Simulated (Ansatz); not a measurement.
Set up this calculation in Ansatz 0.2.0, as the native input.

```
Task                : relaxation of cell and atoms
Functional          : PBE
Dispersion          : D3(BJ)
Potentials or basis : all-electron LAPW, scalar-relativistic
Basis error allowed : 0.001 eV/atom
k mesh              : 12 × 12 × 12
Occupations         : fermi-dirac, width 0.05 eV
Spin                : no spin polarisation
```

Crystal: Ir.

```
Ir
1.0
     0.00000    1.91560    1.91560
     1.91560    0.00000    1.91560
     1.91560    1.91560    0.00000
Ir
1
Cartesian
  0.0000 0.0000 0.0000
```

The input as run:

input.yaml

```yaml
crystal:
  lattice:
    - [0.0, 1.9156, 1.9156]
    - [1.9156, 0.0, 1.9156]
    - [1.9156, 1.9156, 0.0]
  atoms:
    - { symbol: Ir, position: [0.0, 0.0, 0.0] }
kpoints:
  mp_grid: { grid: [12, 12, 12] }
scf:
  occupations: { method: fermi_dirac, width: 0.05 }
hamiltonian:
  xc: pbe
  dispersion: d3bj
  pseudopotentials: { kind: all_electron, lapw: { basis_error: 0.001 } }
output:
  forces: true
  stress: true
relax:
  f_tol: 0.02
  max_steps: 60
  cell: {}
```

Potentials or basis: all-electron LAPW, scalar-relativistic.

Command:

```console
$ ansatz run input.yaml --threads 1 --pin off --max-ram 3072MiB --backend cpu --events-out ev --progress --plain --runs-dir out
```

It gave:

| Property | Result |
| --- | --- |
| Relaxed volume | 14.15 Å³/atom |
| Relaxed cell | a = 2.715 Å, b = 2.715 Å, c = 2.715 Å, α = 60.00°, β = 60.00°, γ = 60.00° |
| Space group after relaxing (to 0.05 Å) | Fm-3m (No. 225) |
| Energy gained by relaxing | 0.6 meV/atom |
| Ionic steps | 3 |
| Pressure after relaxing | 0.0 GPa |

Wall time 20 s on 1 thread of Arm Neoverse V1 (shared host), peak memory 0.3 GiB.
